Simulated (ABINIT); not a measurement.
Crystal: FeO (Wuestite).

```
CELL_PARAMETERS angstrom
1.51882 0.87689 2.51958
-1.51882 0.87689 2.51958
0.00000 -1.75378 2.51958
ATOMIC_POSITIONS crystal
Fe 0.00000 0.00000 0.00000
O 0.50000 0.50000 0.50000
```

| Item | Value |
| --- | --- |
| Program | ABINIT 10.8.3 (patched build) |
| Task | relaxation of cell and atoms |
| Functional | PBEsol |
| Potentials or basis | PseudoDojo NC SR PBEsol v0.4.1 standard |
| Cutoff | 1225 eV |
| k mesh | 8 × 8 × 8 |
| Occupations | fermi-dirac, width 0.05 eV |
| Spin | collinear spin, ferromagnetic start |
| Starting moments | [3.0, 0.0] μB |

At the start: pressure -9.9 GPa; volume 10.07 Å³/atom.

Question: Where does the relaxation end?

Answer: Over 10 steps the energy falls by 17.5 meV/atom and the volume is 9.54 Å³/atom (-5.2 %); space group Fm-3m (No. 225, to 0.05 Å); moment 4.00 μB per cell.

The path:
```csv
step,energy change (eV),largest force (eV/Å),pressure (GPa),volume (Å³)
1,0.0000,0.0000,-9.93,20.13
2,-0.0278,0.0000,-4.62,19.53
3,-0.0345,0.0000,0.43,19.04
4,-0.0346,0.0000,0.01,19.08
5,-0.0346,0.0000,-0.12,19.09
6,-0.0348,0.0000,-0.37,19.11
7,-0.0349,0.0000,-0.28,19.11
8,-0.0349,0.0000,-0.07,19.09
9,-0.0349,0.0000,-0.01,19.08
10,-0.0349,0.0000,0.00,19.08
```

Final structure:
```
Fe O
1.0
     1.49968    0.86584    2.44896
    -1.49968    0.86584    2.44896
     0.00000   -1.73169    2.44896
Fe O
1 1
Direct
  0.00000 0.00000 0.00000
  0.50000 0.50000 0.50000
```

The cell as given is a measured one (10.07 Å³/atom); PBEsol puts the equilibrium volume -5.2 % from it, thermal expansion not counted.

Caveat: a cell with one magnetic atom can't hold antiferromagnetic order, which such compounds often take.
